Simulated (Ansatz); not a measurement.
# Pressure coefficients of ZnO

```
Zn O
1.0
     3.24940    0.00000    0.00000
    -1.62470    2.81406    0.00000
     0.00000    0.00000    5.20380
Zn O
2 2
Cartesian
  0.0000 1.8760 0.0000
  1.6247 0.9380 2.6019
  0.0000 1.8760 1.9884
  1.6247 0.9380 4.5903
```

The cell comes from COD entry 9004178, which wasn't checked; take it as a given geometry.

Method: Ansatz 0.2.0, DFT, LDA, all-electron LAPW, scalar-relativistic.

The runs use a Γ-centred 11×11×6 k mesh, Fermi–Dirac smearing of 0.02 eV, basis error target 0.5 meV/atom, no spin polarisation.

The cell is scaled evenly with fractional coordinates held. Semilocal gaps are too small, but their slopes carry over better.

```csv
V/V(cell),P (GPa),gap on the k mesh (eV)
0.9400,2.24,0.846
0.9600,-1.21,0.813
0.9800,-4.29,0.780
0.9900,-5.70,0.763
1.0000,-7.03,0.747
1.0100,-8.29,0.731
1.0200,-9.48,0.715
1.0400,-11.66,0.683
```

**Question.** From the rows at 0.9900 and 1.0100, what is the bulk modulus at the cell's volume?

**Answer.** B = −ΔP/Δln V = −[(-8.29) − (-5.70)]/0.02000 = 129.5 GPa. This is the modulus at -7.03 GPa, not at zero pressure.

**Question.** What are the gap's volume deformation potential and pressure coefficient?

**Answer.** dEg/dln V = (0.731 − 0.763)/0.02000 = -1.60 eV, and dEg/dP = −(dEg/dln V)/B = 12 meV/GPa: pressure widens the gap.

**Question.** Predict the row at V/V(cell) = 1.0600. How far is a linear estimate of P off?

**Answer.** P = -13.60 GPa, gap 0.651 eV. The linear estimate P(cell) − B ln(V/V(cell)) = -14.58 GPa misses by 0.98 GPa, since the modulus falls on expansion.
